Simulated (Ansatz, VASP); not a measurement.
KI: VASP beside Ansatz

```
K I
1.0
     2.99390   -2.99643    0.00000
     2.99390    2.99643    0.00000
     0.00000    0.00000    4.23848
K I
1 1
Direct
  0.00000 0.00000 0.00000
  0.50000 0.50000 0.50000
```

Alike in both runs: functional PBE; dispersion D3(BJ); k mesh 6 × 6 × 6; occupations gaussian, width 0.02 eV; no spin polarisation.

Ansatz relaxed the structure, and its values are those at the end. VASP's run is a single point on that final structure, the one shown.

```csv
,VASP,Ansatz
version,VASP 6.6.1,Ansatz 0.2.0
potentials or method,"VASP PAW PBE potentials, release 64 (K_sv, I)","scalar-relativistic, plane waves, PAW"
plane-wave cutoff (eV),520,420
valence electrons in the cell,16,26
```

```csv
,VASP,Ansatz,Ansatz less VASP
gap on the k mesh at the Fermi level (eV),3.43,3.43,+0.004
least direct gap on the mesh (eV),3.81,3.81,+0.003
pressure (GPa),0.0,0.0,-0.04
```

The functional is the same, so the differences come from potentials, cutoffs and numerics. The two sets of potentials don't hold the same shells in valence.

Caveats: spin-orbit coupling is left out, which moves the levels of the heavy elements. A k mesh can miss the band edges.
